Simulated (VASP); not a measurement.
# ZrB2 (P6/mmm) in VASP: single point with PBE

Aim: the single point of ZrB2 with PBE.

Everything below comes from runs of VASP 6.6.1. Logs are shortened: lines on timing, memory, paths and dates and some standing lists are left out, and cuts for length are marked.

### 1 Starting point

Symmetry: P6/mmm, No. 191, hexagonal system. The conventional cell has a = 3.170 Å, b = 3.170 Å, c = 3.533 Å, α = 90.00°, β = 90.00°, γ = 120.00°. Zr (site symmetry 6/mmm) has 12 B at 2.54 Å as nearest neighbours. B (site symmetry -6m2) has 3 B at 1.83 Å as nearest neighbours.

### 2 Single point, PBE

Contents of INCAR:

```
PREC = Accurate
ENCUT = 520
EDIFF = 1E-6
ISMEAR = -1
SIGMA = 0.1
LREAL = F
LASPH = T
NELM = 100
ALGO = Normal
ISIF = 2
LWAVE = F
LCHARG = F
GGA = PE
NBANDS = 16
```

Contents of KPOINTS:

```
regular mesh
0
Gamma
  8 8 6
```

Contents of POSCAR:

```
ZrB2
1.0
    3.1700000000      0.0000000000      0.0000000000
   -1.5850000000      2.7453005300      0.0000000000
    0.0000000000      0.0000000000      3.5330000000
Zr B
1 2
Direct
    0.0000000000      0.0000000000      0.0000000000
    0.3333333300      0.6666666700      0.5000000000
    0.6666666700      0.3333333300      0.5000000000
```

Potentials or basis: VASP PAW PBE potentials, release 64 (Zr_sv, B).

On the command line:

```console
> cat potpaw_PBE.64/Zr_sv/POTCAR potpaw_PBE.64/B/POTCAR > POTCAR
> mpirun -np 1 vasp_std > vasp.out
```

OUTCAR:

```text
PREC = Accurate
   ENCUT = 520
   EDIFF = 1E-6
   ISMEAR = -1
   LREAL = F
   LASPH = T
   NELM = 100
   ISIF = 2
   GGA = PE

 ion  position               nearest neighbor table
   1  0.000  0.000  0.000-   2 2.54   3 2.54   2 2.54   3 2.54   3 2.54   3 2.54   2 2.54   2 2.54
                             3 2.54   3 2.54   2 2.54   2 2.54
   2  0.333  0.667  0.500-   3 1.83   3 1.83   3 1.83   1 2.54   1 2.54   1 2.54   1 2.54   1 2.54
                             1 2.54
   3  0.667  0.333  0.500-   2 1.83   2 1.83   2 1.83   1 2.54   1 2.54   1 2.54   1 2.54   1 2.54
                             1 2.54

  LATTYP: Found a hexagonal cell.
 ALAT       =     3.1700000000
 C/A-ratio  =     1.1145110410

  Lattice vectors:

 A1 = (   3.1700000000,   0.0000000000,   0.0000000000)
 A2 = (  -1.5850000000,   2.7453005300,   0.0000000000)
 A3 = (   0.0000000000,   0.0000000000,   3.5330000000)

Analysis of symmetry for initial positions (statically):
=====================================================================
 Subroutine PRICEL returns:
 Original cell was already a primitive cell.

 Routine SETGRP: Setting up the symmetry group for a
 hexagonal supercell.

 Subroutine GETGRP returns: Found 24 space group operations
 (whereof 24 operations were pure point group operations)
 out of a pool of 24 trial point group operations.

The static configuration has the point symmetry D_6h.

Analysis of symmetry for dynamics (positions and initial velocities):
=====================================================================
 Subroutine PRICEL returns:
 Original cell was already a primitive cell.

 Routine SETGRP: Setting up the symmetry group for a
 hexagonal supercell.

 Subroutine GETGRP returns: Found 24 space group operations
 (whereof 24 operations were pure point group operations)
 out of a pool of 24 trial point group operations.

The dynamic configuration has the point symmetry D_6h.

 Subroutine INISYM returns: Found 24 space group operations
 (whereof 24 operations are pure point group operations),
 and found     1 'primitive' translations

----------------------------------------------------------------------------------------

                                     Primitive cell

  volume of cell :      30.7463

  direct lattice vectors                    reciprocal lattice vectors
     3.170000000  0.000000000  0.000000000     0.315457413  0.182129422  0.000000000
    -1.585000000  2.745300530  0.000000000     0.000000000  0.364258845  0.000000000
     0.000000000  0.000000000  3.533000000     0.000000000  0.000000000  0.283045570

  length of vectors
     3.170000000  3.170000000  3.533000000     0.364258845  0.364258845  0.283045570

  position of ions in fractional coordinates (direct lattice)
     0.000000000  0.000000000  0.000000000
     0.333333330  0.666666670  0.500000000
     0.666666670  0.333333330  0.500000000

  ion indices of the primitive-cell ions
   primitive index   ion index
                 1           1
                 2           2
                 3           3

----------------------------------------------------------------------------------------

 KPOINTS: regular mesh

Automatic generation of k-mesh.
 Grid dimensions read from file:
 generate k-points for:    8    8    6

 Generating k-lattice:

  Cartesian coordinates                     Fractional coordinates (reciprocal lattice)
     0.039432177  0.022766178  0.000000000     0.125000000  0.000000000  0.000000000
     0.000000000  0.045532356  0.000000000     0.000000000  0.125000000  0.000000000
     0.000000000  0.000000000  0.047174262     0.000000000  0.000000000  0.166666667

  Length of vectors
     0.045532356  0.045532356  0.047174262

  Shift w.r.t. Gamma in fractional coordinates (k-lattice)
     0.000000000  0.000000000  0.000000000

 Subroutine IBZKPT returns following result:
 ===========================================

 Found     40 irreducible k-points:

 Following reciprocal coordinates:
            Coordinates               Weight
  0.000000  0.000000  0.000000      1.000000
  0.125000  0.000000  0.000000      6.000000
  0.250000  0.000000  0.000000      6.000000
  0.375000  0.000000  0.000000      6.000000
  0.500000  0.000000  0.000000      3.000000
  0.125000  0.125000  0.000000      6.000000
[... 16 lines left out ...]
  0.250000  0.000000  0.333333     12.000000
  0.375000  0.000000  0.333333     12.000000
 [... further k-points ...]
   k-points           NKPTS =     40   k-points in BZ     NKDIM =     40   number of bands    NBANDS=     16
   number of dos      NEDOS =    301   number of ions     NIONS =      3
   total plane-waves  NPLWV =  16128
   dimension x,y,z NGX =    24 NGY =   24 NGZ =   28
   dimension x,y,z NGXF=    48 NGYF=   48 NGZF=   56
   ions per type =               1   2
   NGX,Y,Z   is equivalent  to a cutoff of  12.59, 12.59, 13.18 a.u.
   NGXF,Y,Z  is equivalent  to a cutoff of  25.17, 25.17, 26.35 a.u.
 SYSTEM =  unknown system
   PREC   = accura    normal or accurate (medium, high low for compatibility)
   ISTART =      0    job   : 0-new  1-cont  2-samecut
   ICHARG =      2    charge: 1-file 2-atom 10-const
   ISPIN  =      1    spin polarized calculation?
   LNONCOLLINEAR =      F non collinear calculations
   LSORBIT =      F    spin-orbit coupling
   LASPH  =      T    aspherical Exc in radial PAW
   ENCUT  =  520.0 eV  38.22 Ry    6.18 a.u.   5.89  5.89  6.57*2*pi/ulx,y,z
   NELM   =    100;   NELMIN=  2; NELMDL= -5     # of ELM steps
   EDIFF  = 0.1E-05   stopping-criterion for ELM
   LREAL  =      F    real-space projection
[... 7 lines left out ...]
   TEBEG  =    0.0;   TEEND  =   0.0 temperature during run
   PSTRESS=    0.0 pullay stress
   NELECT =      18.0000    total number of electrons
   NUPDOWN=      -1.0000    fix difference up-down
   EMIN   =  10.00;   EMAX   =-10.00  energy-range for DOS
   EFERMI =   0.00;   METHOD = LEGACY
   ISMEAR =    -1;   SIGMA  =   0.10  broadening in eV -4-tet -1-fermi 0-gaus
   EFERMI_NEDOS =   21; number of points for ismear=-14 and -15
   IALGO  =     38    algorithm
   IMIX   =      4    mixing-type and parameters
     AMIX     =   0.40;   BMIX     =  1.00
     AMIX_MAG =   1.60;   BMIX_MAG =  1.00
  volume/ion in A,a.u.               =      10.25        69.16
  Fermi-wavevector in a.u.,A,eV,Ry     =   1.369519  2.588016 25.518847  1.875582
  Thomas-Fermi vector in A             =   2.495387
   LORBIT       =      0    0 simple, 1 ext, 2 COOP (PROOUT), +10 PAW based schemes
   GGA     = PE    functional components
[... 5 lines left out ...]
 non-spin polarized calculation
  energy-cutoff  :      520.00
  volume of cell :       30.75
 maximum number of plane-waves:       840
 NGX is ok and might be reduce to    24
   NGX = 11   NGY = 11   NGZ = 13

 number of electron      18.0000000 magnetization

 Free energy of the ion-electron system (eV)
  ---------------------------------------------------
  ext. energy  EPLUGINS =         0.00000000
  ---------------------------------------------------
  free energy    TOTEN  =       -24.98116626 eV

  energy without entropy =      -24.97204225  energy(sigma->0) =      -24.97660426

 E-fermi :  10.5993     XC(G=0): -12.4431

 val. band max:       10.3553545076   @ k =   0.1250   0.0000   0.3333
 cond. band min:      10.7312538788   @ k =   0.3750   0.1250   0.0000
 fundamental gap:      0.3758993712
 Fermi energy:        10.5993409919

 k-point     1 :       0.0000    0.0000    0.0000
  band No.  band energies     occupation
      1     -38.1033      2.00000
      2     -16.2919      2.00000
      3     -15.7364      2.00000
      4     -15.7364      2.00000
      5      -2.2041      2.00000
      6       7.8959      2.00000
[... 8 lines left out ...]
     15      15.6700      0.00000
     16      15.6700      0.00000

 k-point     2 :       0.1250    0.0000    0.0000
  band No.  band energies     occupation
      1     -38.0865      2.00000
      2     -16.2668      2.00000
      3     -15.8830      2.00000
      4     -15.7683      2.00000
      5      -1.8951      2.00000
      6       7.0480      2.00000
[... 8 lines left out ...]
     15      16.6310      0.00000
     16      17.3102      0.00000

 k-point     3 :       0.2500    0.0000    0.0000
  band No.  band energies     occupation
      1     -38.0456      2.00000
      2     -16.2224      2.00000
      3     -16.2057      2.00000
      4     -15.8443      2.00000
      5      -1.0390      2.00000
      6       5.3504      2.00000
[... 8 lines left out ...]
     15      17.6571      0.00000
     16      19.2821      0.00000

 k-point     4 :       0.3750    0.0000    0.0000
  band No.  band energies     occupation
      1     -38.0042      2.00000
      2     -16.5440      2.00000
      3     -16.1437      2.00000
      4     -15.9191      2.00000
      5       0.2205      2.00000
      6       3.5401      2.00000
[... 8 lines left out ...]
     15      19.4032      0.00000
     16      19.9361      0.00000

 k-point     5 :       0.5000    0.0000    0.0000
  band No.  band energies     occupation
      1     -37.9870      2.00000
      2     -16.6727      2.00000
      3     -16.1178      2.00000
      4     -15.9497      2.00000
      5       1.5642      2.00000
      6       2.0124      2.00000
[... 8 lines left out ...]
     15      18.2271      0.00000
     16      20.5059      0.00000

 k-point     6 :       0.1250    0.1250    0.0000
  band No.  band energies     occupation
      1     -38.0576      2.00000
      2     -16.2237      2.00000
      3     -16.1088      2.00000
      4     -15.8393      2.00000
      5      -1.3120      2.00000
      6       5.9738      2.00000
[... 8 lines left out ...]
     15      17.3128      0.00000
     16      17.9795      0.00000

 k-point     7 :       0.2500    0.1250    0.0000
  band No.  band energies     occupation
      1     -38.0164      2.00000
      2     -16.4026      2.00000
      3     -16.1620      2.00000
      4     -15.9511      2.00000
      5      -0.2494      2.00000
      6       4.4812      2.00000
[... 8 lines left out ...]
     15      17.9950      0.00000
     16      19.8776      0.00000

 k-point     8 :       0.3750    0.1250    0.0000
  band No.  band energies     occupation
      1     -37.9870      2.00000
      2     -16.6011      2.00000
      3     -16.1179      2.00000
      4     -16.0304      2.00000
      5       1.1548      2.00000
      6       2.8121      2.00000
[... 8 lines left out ...]
     15      19.4585      0.00000
     16      19.8881      0.00000

 k-point     9 :       0.2500    0.2500    0.0000
  band No.  band energies     occupation
      1     -37.9871      2.00000
      2     -16.5002      2.00000
      3     -16.1405      2.00000
      4     -16.1180      2.00000
      5       0.9688      2.00000
      6       3.7049      2.00000
[... 8 lines left out ...]
     15      19.0349      0.00000
     16      20.6152      0.00000
[... 172 lines left out ...]
 k-point    19 :       0.2500    0.2500    0.1667
  band No.  band energies     occupation
      1     -37.9826      2.00000
      2     -16.4860      2.00000
      3     -16.1928      2.00000
      4     -16.1293      2.00000
      5       0.9877      2.00000
      6       3.5955      2.00000
[... 8 lines left out ...]
     15      20.3821      0.00000
     16      20.6512      0.00000

 k-point    20 :       0.3750    0.2500    0.1667
  band No.  band energies     occupation
      1     -37.9705      2.00000
      2     -16.4914      2.00000
      3     -16.2412      2.00000
      4     -16.1727      2.00000
      5       2.0852      2.00000
      6       2.5576      2.00000
[... 8 lines left out ...]
     15      20.8694      0.00000
     16      21.2606      0.00000

 k-point    21 :       0.0000    0.0000    0.3333
  band No.  band energies     occupation
      1     -38.0889      2.00000
      2     -16.5668      2.00000
      3     -15.7171      2.00000
      4     -15.7171      2.00000
      5      -0.8430      2.00000
      6       4.4862      2.00000
[... 8 lines left out ...]
     15      17.8591      0.00000
     16      20.4996      0.00000

 k-point    22 :       0.1250    0.0000    0.3333
  band No.  band energies     occupation
      1     -38.0722      2.00000
      2     -16.5344      2.00000
      3     -15.8583      2.00000
      4     -15.7476      2.00000
      5      -0.6695      2.00000
      6       4.7929      2.00000
[... 8 lines left out ...]
     15      18.1500      0.00000
     16      19.7993      0.00000

 k-point    23 :       0.2500    0.0000    0.3333
  band No.  band energies     occupation
      1     -38.0317      2.00000
      2     -16.4553      2.00000
      3     -16.1862      2.00000
      4     -15.8204      2.00000
      5      -0.2063      2.00000
      6       5.0618      2.00000
[... 8 lines left out ...]
     15      18.7880      0.00000
     16      20.5460      0.00000

 k-point    24 :       0.3750    0.0000    0.3333
  band No.  band energies     occupation
      1     -37.9908      2.00000
      2     -16.5004      2.00000
      3     -16.3724      2.00000
      4     -15.8920      2.00000
      5       0.4358      2.00000
      6       3.6687      2.00000
[... 8 lines left out ...]
     15      19.1239      0.00000
     16      22.0176      0.00000

 [... further k-points ...]
[... 5 lines left out ...]
  --------------------------------------------------------------------------------------
  -------------------------------------------------------------------------------------
  Total        0.1408459      0.1408459      0.2522581      0.0000000      0.0000000      0.0000000
  in kB        7.3394245      7.3394245     13.1450690      0.0000000      0.0000000      0.0000000
  external PRESSURE =       9.2746393 kB  Pullay stress =       0.0000000 kB

 VOLUME and BASIS-vectors are now :
 -----------------------------------------------------------------------------
  energy-cutoff  :      520.00
  volume of cell :       30.75
      direct lattice vectors                 reciprocal lattice vectors
     3.170000000  0.000000000  0.000000000     0.315457413  0.182129422  0.000000000
    -1.585000000  2.745300530  0.000000000     0.000000000  0.364258845  0.000000000
     0.000000000  0.000000000  3.533000000     0.000000000  0.000000000  0.283045570

 POSITION                                       TOTAL-FORCE (eV/Angst)
 -----------------------------------------------------------------------------------
      0.00000      0.00000      0.00000         0.000000      0.000000      0.000000
     -0.00000      1.83020      1.76650        -0.000000      0.000000      0.000000
      1.58500      0.91510      1.76650         0.000000      0.000000     -0.000000
 -----------------------------------------------------------------------------------
    total drift:                                0.000000     -0.000000     -0.000000

  FREE ENERGIE OF THE ION-ELECTRON SYSTEM (eV)
  ---------------------------------------------------
  free  energy   TOTEN  =       -24.9811662627 eV

  energy  without entropy=      -24.9720422526  energy(sigma->0) =      -24.97660426
```

It took 14 s on 1 thread of AMD EPYC 9R14 (Zen 4), shared host; peak memory 0.12 GiB.

What came out:

```yaml
Free_energy: -24.9812 eV
Pressure: 0.9 GPa
Band_gap_on_the_k_mesh: none (metal or under the smearing width)
```

Stress tensor (GPa, compression positive):
```
0.73 0.00 0.00
0.00 0.73 0.00
0.00 0.00 1.31
```
